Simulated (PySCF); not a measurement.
**maleic anhydride: calculation against experiment**

**Measured values to compare with.**

NIST CCCBDB Release 22 (SRD 101), experimental dipoles lists, for the gas: dipole moment (microwave Stark effect, vibrational ground state) 4.141 ± 0.022 D.

The runs below try to reproduce these values; the comparison stands at the end.

Compound: maleic anhydride, C4H2O3.
Numbering: `[O:1]=[C:2]1[CH:3]=[CH:4][C:5](=[O:6])[O:7]1` (hydrogens: H8 on C3; H9 on C4)

Geometry (PBE0-D3(BJ)/def2-TZVP, Å), atoms numbered from 1 in this order:
```xyz
9
C4H2O3 angstrom
O     -2.096   -1.028    0.397
C     -1.051   -0.606    0.026
C     -0.660    0.780   -0.328
C      0.617    0.767   -0.686
C      1.108   -0.629   -0.579
O      2.185   -1.073   -0.803
O      0.056   -1.410   -0.146
H     -1.357    1.604   -0.276
H      1.255    1.576   -1.009
```

The PySCF runs (gas phase, on this PBE0-D3(BJ)/def2-TZVP geometry; no spin–orbit coupling):

```
                              level                                                                                                                            job  basis functions  wall time
PBE0-D3(BJ)/def2-TZVP, grid level 2                                                                   geometry optimisation from a GFN2-xTB start shaken at random              229    3.4 min
                     B97-2/pcSseg-2                                                                                             shieldings, ring-centre shieldings              280       31 s
                       KT3/pcSseg-2                                                                                             shieldings, ring-centre shieldings              280       49 s
                      PBE0/pcSseg-2                             shieldings, ring-centre shieldings, charges and field gradients, density and orbital grids written              280       39 s
                   wB97X-D/pcSseg-2                                                                                             shieldings, ring-centre shieldings              280       44 s
              CAM-B3LYP/aug-cc-pVTZ                                                             10 singlets by full TDDFT, 4 Tamm–Dancoff triplets, polarisability              368       89 s
                   PBE0/aug-cc-pVTZ  10 singlets by full TDDFT, 4 Tamm–Dancoff triplets, polarisability, dynamic polarisability, density and orbital grids written              368       86 s
                wB97X-D/aug-cc-pVTZ                                                  10 singlets by full TDDFT, 4 Tamm–Dancoff triplets, polarisability, ΔSCF ions              368    5.4 min
```

Hardware: one thread, Arm Neoverse V1 (aarch64) (shared host).

## Comparison

**Dipole moment.** Measured: 4.141 D (NIST CCCBDB Release 22 (SRD 101), experimental dipoles).

| level | computed (D) | computed − measured (D) | % (from the printed values) |
| --- | --- | --- | --- |
| PBE0-D3(BJ)/def2-TZVP | 4.133 | -0.008 | 0 |
| B97-2/pcSseg-2 | 4.177 | +0.036 | +1 |
| KT3/pcSseg-2 | 3.968 | -0.173 | -4 |
| PBE0/pcSseg-2 | 4.199 | +0.058 | +1 |
| wB97X-D/pcSseg-2 | 4.254 | +0.113 | +3 |
| CAM-B3LYP/aug-cc-pVTZ | 4.292 | +0.151 | +4 |
| PBE0/aug-cc-pVTZ | 4.157 | +0.016 | 0 |
| wB97X-D/aug-cc-pVTZ | 4.206 | +0.065 | +2 |

Closest is PBE0-D3(BJ)/def2-TZVP (-0.008 D), furthest KT3/pcSseg-2 (-0.173 D); one molecule doesn't rank methods. The computed dipoles belong to one fixed geometry; measured ones are averaged over vibrations unless marked μe. Magnitudes are compared, not signs.

No measured geometry was used, and the causes of the misses weren't examined.
